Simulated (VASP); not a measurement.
Here is a VASP 6.6.1 calculation.

Contents of POSCAR:

```
HfO2
1.0
    5.1180000000      0.0000000000      0.0000000000
    0.0000000000      5.1857000000      0.0000000000
   -0.8586630598      0.0000000000      5.2138671406
Hf O
4 8
Direct
    0.2755000000      0.0397000000      0.2080000000
    0.7245000000      0.5397000000      0.2920000000
    0.7245000000      0.9603000000      0.7920000000
    0.2755000000      0.4603000000      0.7080000000
    0.4487000000      0.7581000000      0.4801000000
    0.5513000000      0.2581000000      0.0199000000
    0.5513000000      0.2419000000      0.5199000000
    0.4487000000      0.7419000000      0.9801000000
    0.0742000000      0.3316000000      0.3467000000
    0.9258000000      0.8316000000      0.1533000000
    0.9258000000      0.6684000000      0.6533000000
    0.0742000000      0.1684000000      0.8467000000
```

The input INCAR.step1:

```
PREC = Accurate ; ENCUT = 520
EDIFF = 1E-5 ; ISMEAR = 0
SIGMA = 0.05 ; LREAL = False
LASPH = True ; NELM = 60
ALGO = Normal ; ISIF = 2
LWAVE = True ; NBANDS = 56
GGA = PE
```

INCAR.step2

```
PREC = Accurate ; ENCUT = 520
EDIFF = 1E-6 ; ISMEAR = 0
SIGMA = 0.05 ; LREAL = False
LASPH = True ; NELM = 60
ALGO = Normal ; ISIF = 2
LWAVE = False ; LCHARG = False
GGA = PE ; LHFCALC = True
AEXX = 0.1 ; PRECFOCK = Fast
HFRCUT = -1 ; NBANDS = 56
ISTART = 1
```

Contents of KPOINTS:

```
Automatic mesh
0
Gamma
  2 2 2
```

Potentials or basis: VASP PAW PBE potentials, release 64 (Hf_pv, O).

Launch:

```bash
$ cat potpaw_PBE.64/Hf_pv/POTCAR potpaw_PBE.64/O/POTCAR > POTCAR
$ cp INCAR.step1 INCAR
$ mpirun -np 1 vasp_std > vasp.out
$ cp INCAR.step2 INCAR
$ mpirun -np 1 vasp_std > vasp.out
```

(1) Estimate the largest force.

(2) What does it give for the band gap on the k mesh?

Answers

(1) 0.435 eV/Å.

(2) 5.03 eV, indirect (least direct gap 5.12 eV).

Caveat: the k mesh is coarse (spacing up to 0.62 Å⁻¹), so the values aren't converged, least of all with exact exchange; the PAW data sets were made with another functional, which shifts forces and pressure a little; spin-orbit coupling is left out, which moves the levels of the heavy elements.
